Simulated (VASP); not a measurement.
## GaN: single point with r2SCAN

The system is GaN.

```xyz
2
Lattice="0.0000 2.1108 2.1108 2.1108 0.0000 2.1108 2.1108 2.1108 0.0000" Properties=species:S:1:pos:R:3 pbc="T T T"
Ga    0.0000    0.0000    0.0000
N     2.1108    2.1108    2.1108
```

Measurements of this composition are mostly on another form, of space group No. 186.

```yaml
Program: VASP 6.6.1
Task: single point
Functional: r2SCAN
Potentials_or_basis: VASP PAW PBE potentials, release 64 (Ga_d, N)
Cutoff: 520 eV
k_mesh: 14 × 14 × 14
Occupations: gaussian, width 0.02 eV
Spin: no spin polarisation
```

* Pressure: 0.6 GPa
* Band gap on the k mesh: 1.13 eV, indirect (least direct gap 3.36 eV)

Levels at points of the mesh, in eV from the valence-band top:
```
           k point  band 7  band 8  band 9  band 10  band 11  band 12
(0.00, 0.00, 0.00)   -0.53   -0.53   -0.53     2.83    15.47    15.47
(0.50, 0.00, 0.00)   -8.37   -0.18   -0.18     5.38     9.83     9.83
(0.50, 0.50, 0.00)   -7.26   -3.13   -3.13     1.13     8.50    13.09
```

It took 57 s on 1 thread of Intel(R) Xeon(R) Platinum 8559C (Emerald Rapids), on a shared host, peak memory 0.16 GiB.

Caveat: the PAW data sets were made with another functional, which shifts forces and pressure a little. A k mesh can miss the band edges.
